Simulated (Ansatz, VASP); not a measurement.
One calculation of BaS, two programs

```xyz
2
Lattice="3.8998 0.0661 0.0661 0.0661 3.8998 0.0661 0.0661 0.0661 3.8998" Properties=species:S:1:pos:R:3 pbc="T T T"
Ba    0.0000    0.0000    0.0000
S     2.0160    2.0160    2.0160
```

Change from the starting cell: shear_111 strain +5.2%.

Alike in both runs: task single point; functional HSE06; k mesh 4 × 4 × 4; no spin polarisation.

```csv
,VASP,Ansatz
version,VASP 6.6.1,Ansatz 0.2.0
potentials or method,"VASP PAW PBE potentials, release 64 (Ba_sv, S)","plane waves, PAW"
plane-wave cutoff (eV),520,420
occupations,"gaussian, width 0.01 eV",fixed
valence electrons in the cell,16,16
```

```tsv
	VASP	Ansatz	Ansatz less VASP
gap on the k mesh at the Fermi level (eV)	2.42	2.53	+0.104
pressure (GPa)	-1.7	-2.3	-0.67
largest component of the traceless stress (GPa)	0.10	0.05	-0.050
```

Ansatz warned: «stress_exchange_threshold_loose».

Caveats: the PAW data sets were made with another functional, which shifts forces and pressure a little (VASP); spin-orbit coupling is left out, which moves the levels of the heavy elements. A k mesh can miss the band edges.
